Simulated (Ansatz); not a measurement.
The system is PtS2.

```
CELL_PARAMETERS angstrom
3.54320 0.00000 0.00000
-1.77160 3.06850 0.00000
0.00000 0.00000 5.03880
ATOMIC_POSITIONS crystal
Pt 0.00000 0.00000 0.00000
S 0.66667 0.33333 0.77300
S 0.33333 0.66667 0.22700
```

```yaml
Program: Ansatz 0.2.0
Task: relaxation of cell and atoms
Functional: PBEsol
Dispersion: D4
Potentials_or_basis: Ansatz PAW
Cutoff: "420 eV (not typed: the program's choice for these potentials)"
k_mesh: 9 × 9 × 5
Occupations: fermi-dirac, width 0.05 eV
Spin: no spin polarisation
```

At the start: volume 18.26 Å³/atom.

Q: How do energy, volume and symmetry change on relaxing?

A: It ends after 8 steps and the volume is 16.44 Å³/atom (-10.0 %); space group P-3m1 (No. 164, to 0.05 Å).

The path:
| step | energy change (eV) | largest force (eV/Å) | volume (Å³) |
| --- | --- | --- | --- |
| 1 | 0.0000 | 0.9600 | 54.78 |
| 2 | -0.0972 | 0.1296 | 51.01 |
| 3 | -0.1267 | 0.0968 | 50.46 |
| 4 | -0.1307 | 0.1013 | 48.51 |
| 5 | -0.1351 | 0.0120 | 49.59 |
| 6 | -0.1354 | 0.0288 | 49.23 |
| 7 | -0.1355 | 0.0001 | 49.31 |
| 8 | -0.1347 | 0.0002 | 49.31 |

Final structure:
```xyz
3
Lattice="3.5660 0.0000 0.0000 -1.7830 3.0882 0.0000 0.0000 0.0000 4.4773" Properties=species:S:1:pos:R:3 pbc="T T T"
Pt    0.0000    0.0000    0.0000
S     1.7830    1.0294    3.2857
S     0.0000    2.0588    1.1916
```

Caveat: the plane-wave basis is chosen anew once the cell has moved, so the energies of steps on either side of that aren't comparable; pairwise dispersion overbinds metals, which lowers pressure and volume; the PAW data sets come from PBE, with cores solved anew for the run's functional, which leaves a small shift of forces and pressure.
